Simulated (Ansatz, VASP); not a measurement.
**One calculation of MgO, two programs**

The input INCAR:

```
PREC     = Accurate       # precision mode
ENCUT    = 520            # plane-wave cutoff, eV
EDIFF    = 1E-8           # SCF threshold, eV
ISMEAR   = -1             # smearing method
SIGMA    = 0.01           # smearing width, eV
LREAL    = F              # projectors in reciprocal space
LASPH    = T              # aspherical terms in the spheres
NELM     = 100            # most SCF steps
ALGO     = Normal         # electronic algorithm
ISIF     = 2              # what is computed and relaxed
LWAVE    = F              # write WAVECAR
LCHARG   = F              # write CHGCAR
GGA      = PE             # functional
LEFG     = T            
NBANDS   = 11             # bands
```

Contents of KPOINTS:

```
Automatic mesh
0
Gamma
  8 8 8
```

Contents of POSCAR:

```
MgO
1.0
    0.0000000000      2.1351500000      2.1351500000
    2.1351500000      0.0000000000      2.1351500000
    2.1351500000      2.1351500000      0.0000000000
Mg O
1 1
Direct
    0.0000000000      0.0000000000      0.0000000000
    0.5000000000      0.5000000000      0.5000000000
```

Input for Ansatz:

```yaml
crystal:
  lattice:
    - [0.0, 2.13515, 2.13515]
    - [2.13515, 0.0, 2.13515]
    - [2.13515, 2.13515, 0.0]
  atoms:
    - { symbol: Mg, position: [0.0, 0.0, 0.0] }
    - { symbol: O, position: [0.5, 0.5, 0.5] }
kpoints:
  mp_grid: { grid: [8, 8, 8] }
scf:
  occupations: { method: fermi_dirac, width: 0.01 }
hamiltonian:
  xc: pbe
  pseudopotentials: { kind: paw }
output:
  forces: true
  stress: true
  eigenvalues: true
  efg: { contact_densities: true }
```

Alike in both runs: task electric field gradients; functional PBE; k mesh 8 × 8 × 8; occupations fermi-dirac, width 0.01 eV; no spin polarisation.

|  | VASP | Ansatz |
| --- | --- | --- |
| version | VASP 6.6.1 | Ansatz 0.2.0 |
| potentials or method | VASP PAW PBE potentials, release 64 (Mg, O) | PAW with Ansatz's default frozen-core files, scalar-relativistic |
| plane-wave cutoff (eV) | 520 | 420 |
| valence electrons in the cell | 8 | 16 |

```tsv
	VASP	Ansatz	Ansatz less VASP
gap on the k mesh at the Fermi level (eV)	4.34	4.35	+0.017
pressure (GPa)	-2.4	-1.7	+0.74
Vzz of the field gradient on the site that differs most (V/Å²)	0.0	0.0	+0.01
```

The two sets of potentials don't hold the same shells in valence.
